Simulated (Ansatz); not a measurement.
**Ru at 7 GPa (stress–strain coefficients): relaxed-ion elastic tensor**

Theory: DFT PBE, scalar-relativistic, plane waves, PAW (Ansatz). Cutoff 420 eV, 18×18×10 k-points (Γ-centred), Fermi-Dirac smearing of 0.15 eV. No spin polarisation.

The cell, relaxed at 7 GPa:
```
Ru
1.0
     2.70190    0.00000    0.00000
    -1.35095    2.33992    0.00000
     0.00000    0.00000    4.26925
Ru
2
Direct
  0.33333 0.66667 0.25000
  0.66667 0.33333 0.75000
```

In a metal, frequencies and elastic constants depend on the k mesh and the smearing, soft modes and shear constants most.

Task: Give the relaxed-ion elastic constants (GPa, Voigt order xx yy zz yz xz xy, on the axes of the cell above).

Result:
C11 = 613.0, C12 = 203.9, C13 = 191.3, C22 = 613.0, C23 = 191.3, C33 = 686.5, C44 = 193.2, C55 = 193.2, C66 = 204.6 GPa; the others vanish.

Task: Is the crystal stable against homogeneous strain?

Result: Yes: the least eigenvalue of the tensor is 193.2 GPa.

Task: And the moduli of a polycrystal (Hill averages)?

Result: B = 343 GPa, G = 206 GPa, E = 515 GPa, ν = 0.25.

Cost: 1 run of about 3.4 core-minutes, on AMD EPYC 9R45 (Zen 5) (shared hosts).